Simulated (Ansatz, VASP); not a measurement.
## One calculation of Mg, two programs

```
CELL_PARAMETERS angstrom
-1.60056 1.60056 1.60056
1.60056 -1.60056 1.60056
1.60056 1.60056 -1.60056
ATOMIC_POSITIONS crystal
Mg 0.00000 0.00000 0.00000
```

Change from the starting cell: volume scaled by 0.76, LAPW.

Alike in both runs: task single point; functional LDA; k mesh 15 × 15 × 15; occupations fermi-dirac, width 0.08 eV; no spin polarisation.

|  | VASP | Ansatz |
| --- | --- | --- |
| version | VASP 6.6.1 | Ansatz 0.2.0 |
| potentials or method | VASP PAW LDA potentials, release 64 (Mg), cutoff 520 eV | all-electron LAPW, scalar-relativistic |

|  | VASP | Ansatz | Ansatz less VASP |
| --- | --- | --- | --- |
| pressure (GPa) | 18.2 | 18.5 | +0.30 |

Ansatz ran all-electron here, so the differences hold the error of VASP's frozen core and of both bases.

Caveats: so large a pressure means that the cell lies far from this level's equilibrium, or that cutoff or potentials fall short (VASP).
